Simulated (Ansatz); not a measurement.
# (ZnS)2(CuCl)2 [001] superlattice, started as zinc blende: relaxing the cell for a phonon run

Wanted: the relaxed cell of (ZnS)2(CuCl)2 [001] superlattice, started as zinc blende.

Method: DFT PBE, scalar-relativistic, plane waves, PAW, in Ansatz 0.2.0.

This is a report of a sequence of runs, with most program output left out.

The structure was built from a prototype and need not be the compound's stable phase.

## 1. The starting structure

It takes space group Pmm2 (No. 25, orthorhombic). Conventional cell: a = 3.825 Å, b = 3.825 Å, c = 10.820 Å, α = 90.00°, β = 90.00°, γ = 90.00°. Nearest to Cl lie 4 Cu at 2.34 Å. Nearest to Cl lie 2 Zn at 2.34 Å and 2 Cu at 2.34 Å. Nearest to Cu lie 2 Cl at 2.34 Å and 2 S at 2.34 Å. Nearest to Cu lie 4 Cl at 2.34 Å. Nearest to S lie 4 Zn at 2.34 Å. Nearest to S lie 2 Zn at 2.34 Å and 2 Cu at 2.34 Å. Farther neighbours and most contacts between anions are not listed.

Structure file:

```cif
data_structure
_symmetry_space_group_name_H-M 'P 1'
_symmetry_Int_Tables_number 1
_cell_length_a 3.8254
_cell_length_b 3.8254
_cell_length_c 10.8200
_cell_angle_alpha 90.000
_cell_angle_beta 90.000
_cell_angle_gamma 90.000
_cell_volume 158.34
loop_
_atom_site_label
_atom_site_type_symbol
_atom_site_fract_x
_atom_site_fract_y
_atom_site_fract_z
_atom_site_occupancy
Cl1 Cl 0.50000 0.00000 0.62500 1
Cl2 Cl 0.00000 0.50000 0.87500 1
Cu3 Cu 0.00000 0.00000 0.50000 1
Cu4 Cu 0.50000 0.50000 0.75000 1
S5 S 0.50000 0.00000 0.12500 1
S6 S 0.00000 0.50000 0.37500 1
Zn7 Zn 0.00000 0.00000 0.00000 1
Zn8 Zn 0.50000 0.50000 0.25000 1
```

## 2. Probe on a coarse mesh

First a cheap look: the gap decides the mesh and the occupations, the pressure tells how far the cell has to move.

File input.yaml:

```yaml
crystal:
  lattice:
    - [2.705, 2.705, 0.0]
    - [-2.705, 2.705, 0.0]
    - [0.0, 0.0, 10.82]
  atoms:
    - { symbol: Cl, position: [0.5, 0.0, 0.625] }
    - { symbol: Cl, position: [1.0, 0.5, 0.875] }
    - { symbol: Cu, position: [0.0, 0.0, 0.5] }
    - { symbol: Cu, position: [0.5, 0.5, 0.75] }
    - { symbol: S, position: [0.5, 0.0, 0.125] }
    - { symbol: S, position: [1.0, 0.5, 0.375] }
    - { symbol: Zn, position: [0.0, 0.0, 0.0] }
    - { symbol: Zn, position: [0.5, 0.5, 0.25] }
kpoints:
  mp_grid: { grid: [6, 6, 2] }
hamiltonian:
  xc: pbe
scf:
  occupations: { method: gaussian, width: 0.1 }
output:
  forces: true
  stress: true
  eigenvalues: true
```

Launch:

```console
> ansatz run input.yaml --threads 8 --pin off --max-ram 14336MiB --backend cpu --events-out ev --progress --plain --runs-dir out
```

Run time: 3.8 s. Hardware: 8 threads of Arm Neoverse V2, shared host; peak memory 0.69 GiB.

This run has no spin polarisation, although Cu can carry a moment.

Numbers from this step:

```
pressure          : 0.9775 GPa
volume per atom   : 19.79 Å³
gap on the k-mesh : 0 eV
```

The coarse mesh shows no gap and a pressure of 1.0 GPa.

## 3. Coarse relaxation

The start is far from rest, so a relaxation with loose tolerances brings it close first.

Edit input.yaml of step 2 so:

```diff
@@ -24 +24,6 @@
   eigenvalues: true
+relax:
+  adjacent_minimum: "off"
+  f_tol: 0.05
+  max_steps: 80
+  cell: { stress_tol: 0.5 }
```

It took 38 s on 8 threads; peak memory 0.77 GiB; 4.7 min of CPU time.

Relaxation path:

| step | energy less that of the first step (eV) | largest force component (eV/Å) | pressure (GPa) | volume (Å³) |
| --- | --- | --- | --- | --- |
| 1 | 0.0000 | 1.3201 | 0.98 | 158.34 |
| 2 | -0.2091 | 0.8219 | 0.62 | 159.60 |
| 3 | -0.4006 | 0.3002 | 0.32 | 162.30 |
| 4 | -0.4298 | 0.2085 | 0.23 | 163.08 |
| 5 | -0.4484 | 0.1884 | -0.20 | 166.11 |
| 6 | -0.4527 | 0.0805 | 0.35 | 165.23 |
| 7 | -0.4538 | 0.0601 | -0.12 | 166.51 |
| 8 | -0.4547 | 0.0108 | -0.02 | 166.08 |
| 9* | -0.4574 | 0.0108 | -0.02 | 166.08 |

Relaxation steps marked * repeat the geometry before them on a plane-wave basis chosen anew for their cell, so energy and pressure can jump there.

The run keeps the 4 symmetry operations that it works with, so distortions that break them were not tested.

| conventional cell, symmetrised | before | after | change |
| --- | --- | --- | --- |
| a (Å) | 3.825 | 3.875 | +1.3 % |
| b (Å) | 3.825 | 3.972 | +3.8 % |
| c (Å) | 10.820 | 10.791 | -0.3 % |
| volume (Å³/atom) | 19.79 | 20.76 | +4.9 % |

The atoms that moved most (Å, as changes of fractional coordinates times the final cell):

| atom | dx | dy | dz | length |
| --- | --- | --- | --- | --- |
| Cu3 | 0.000 | 0.000 | -0.380 | 0.380 |
| Cu4 | 0.000 | 0.000 | -0.243 | 0.243 |
| Zn7 | 0.000 | 0.000 | 0.193 | 0.193 |
| Zn8 | 0.000 | 0.000 | 0.147 | 0.147 |
| Cl1 | 0.000 | 0.000 | 0.107 | 0.107 |
| Cl2 | 0.000 | 0.000 | 0.079 | 0.079 |
| S5 | 0.000 | 0.000 | 0.049 | 0.049 |
| S6 | 0.000 | 0.000 | 0.048 | 0.048 |

A gap read on the k-mesh alone can miss the band edges.

Numbers from this step:

| Quantity | Value |
| --- | --- |
| pressure | -0.02252 GPa |
| volume per atom | 20.76 Å³ |
| gap on the k-mesh | 0.4586 eV |
| direct gap on mesh | 0.4668 eV |

In this step the volume went from 19.79 to 20.76 Å³/atom.

## 4. Relaxation

Harmonic phonons are second derivatives at a point where the forces vanish, and they are wanted at zero stress, so atoms and cell are relaxed first.

File input.yaml:

```yaml
crystal:
  lattice:
    - [2.7399806821, 2.7399806821, 0.0]
    - [-2.8085406177, 2.8085406177, 0.0]
    - [0.0, 0.0, 10.7908270241]
  atoms:
    - { symbol: Cl, position: [0.5, 0.0, 0.6348847694] }
    - { symbol: Cl, position: [1.0, 0.5, 0.8823177035] }
    - { symbol: Cu, position: [0.0, 0.0, 0.4647391142] }
    - { symbol: Cu, position: [0.5, 0.5, 0.7275197495] }
    - { symbol: S, position: [0.5, 0.0, 0.1295769089] }
    - { symbol: S, position: [1.0, 0.5, 0.3794586788] }
    - { symbol: Zn, position: [0.0, 0.0, 0.0178671052] }
    - { symbol: Zn, position: [0.5, 0.5, 0.2636359705] }
kpoints:
  mp_grid: { grid: [8, 8, 4] }
hamiltonian:
  xc: pbe
scf:
  occupations: { method: gaussian, width: 0.02 }
output:
  forces: true
  stress: true
  eigenvalues: true
relax:
  adjacent_minimum: "off"
  f_tol: 0.005
  max_steps: 80
  cell: { stress_tol: 0.05 }
```

It took 38 s on 8 threads; peak memory 0.99 GiB.

Little changed from the start: no atom moved by 0.005 Å and no cell edge by 0.1 %.

This step gave:

- pressure: 4.76e-4 GPa
- gap on the k-mesh: 0.4617 eV
- volume per atom: 20.75 Å³
- direct gap on mesh: 0.4682 eV

In this step the volume went from 20.76 to 20.75 Å³/atom.

## 5. Tight relaxation

Phonons need a cell at rest on their own settings, so the relaxation is repeated with tight tolerances on forces and stress on the k mesh and occupations of the first response run.

File input.yaml:

```yaml
crystal:
  lattice:
    - [2.7403223128, 2.7403223128, 0.0]
    - [-2.8074150444, 2.8074150444, 0.0]
    - [0.0, 0.0, 10.7899636415]
  atoms:
    - { symbol: Cl, position: [0.5, 0.0, 0.6345608384] }
    - { symbol: Cl, position: [1.0, 0.5, 0.8824392107] }
    - { symbol: Cu, position: [0.0, 0.0, 0.4646618703] }
    - { symbol: Cu, position: [0.5, 0.5, 0.7274790334] }
    - { symbol: S, position: [0.5, 0.0, 0.1296823767] }
    - { symbol: S, position: [1.0, 0.5, 0.3794389012] }
    - { symbol: Zn, position: [0.0, 0.0, 0.0180556099] }
    - { symbol: Zn, position: [0.5, 0.5, 0.2636821594] }
kpoints:
  mp_grid: { grid: [8, 8, 4] }
hamiltonian:
  xc: pbe
scf:
  occupations: { method: fixed }
output:
  forces: true
  stress: true
  eigenvalues: true
relax:
  adjacent_minimum: "off"
  f_tol: 0.001
  max_steps: 60
  cell: { stress_tol: 0.01 }
```

Wall time 30 s (8 threads); peak memory 0.97 GiB.

Little changed from the start: no atom moved by 0.005 Å and no cell edge by 0.1 %.

This step gave:

| Item | Value |
| --- | --- |
| pressure | 3.05e-4 GPa |
| gap on the k-mesh | 0.4614 eV |
| direct gap on mesh | 0.4680 eV |

The largest force component left is 0.86 meV/Å and the pressure is 0.000 GPa, within the tolerances set. The cell now holds 20.75 Å³/atom.

## 6. Summary of results

- space group after relaxation (within 0.01 Å): Pmm2
- lattice constant a: 3.875 Å
- lattice constant b: 3.970 Å
- lattice constant c: 10.790 Å
- volume per atom: 20.8 Å³
- gap on the k-mesh: 0.461 eV

The largest force component left is 0.86 meV/Å and the pressure is 0.000 GPa, within the tolerances set. The cell now holds 20.75 Å³/atom. The relaxation keeps the symmetry of its start, so it says nothing on stability against lower symmetry. The starting cell was built on a prototype and not taken from a measurement, so the phase need not exist.

[Logs are printed without paths, hosts, clocks, repeated set-up lines and the standing remarks that a program may print on its own settings, such as how far it seeks lower states.]

[Hosts, paths, dates, database ids (printed as entryN), source tags and the programs' standing remarks are cut or masked in the printed files.]
